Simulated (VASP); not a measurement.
Wanted: the native input for a VASP 6.6.1 run.

```yaml
Task: single point
Functional: PBEsol
Potentials_or_basis: VASP PAW PBE potentials, release 64 (In_d, P)
Cutoff: 520 eV
k_mesh: 10 × 10 × 10
Occupations: gaussian, width 0.05 eV
Spin: no spin polarisation
Dipole_correction: no
Further_INCAR_settings: ALGO = Normal; EDIFF = 1e-07; NBANDS = 16
```

The structure of InP lies in POSCAR:

```
InP
1.0
    0.0000000000      2.8644851195      2.8644851195
    2.8644851195      0.0000000000      2.8644851195
    2.8644851195      2.8644851195      0.0000000000
In P
1 1
Direct
    0.0000000000      0.0000000000      0.0000000000
    0.5000000000      0.5000000000      0.5000000000
```

Measurements of this composition are mostly on another form, of space group No. 216.

The input as run:

INCAR

```
PREC = Accurate
ENCUT = 520
EDIFF = 1E-7
ISMEAR = 0
SIGMA = 0.05
LREAL = F
LASPH = T
NELM = 60
ALGO = Normal
ISIF = 2
LWAVE = F
LCHARG = T
GGA = PS
LELF = T
LVHAR = T
NBANDS = 16
```

KPOINTS

```
regular mesh
0
Gamma
  10 10 10
```

Potentials or basis: VASP PAW PBE potentials, release 64 (In_d, P).

Command:

```bash
$ cat potpaw_PBE.64/In_d/POTCAR potpaw_PBE.64/P/POTCAR > POTCAR
$ mpirun -np 1 vasp_std > vasp.out
```

Results of the run:

The pressure is -8.6 GPa. The band gap on the k mesh is none (metal or under the smearing width).

Caveat: the PAW data sets were made with another functional, which shifts forces and pressure a little.

Wall time 36 s on 1 thread of Intel(R) Xeon(R) Platinum 8259CL CPU @ 2.50GHz (Skylake/Cascade Lake), with other jobs on the host, peak memory 0.18 GiB.
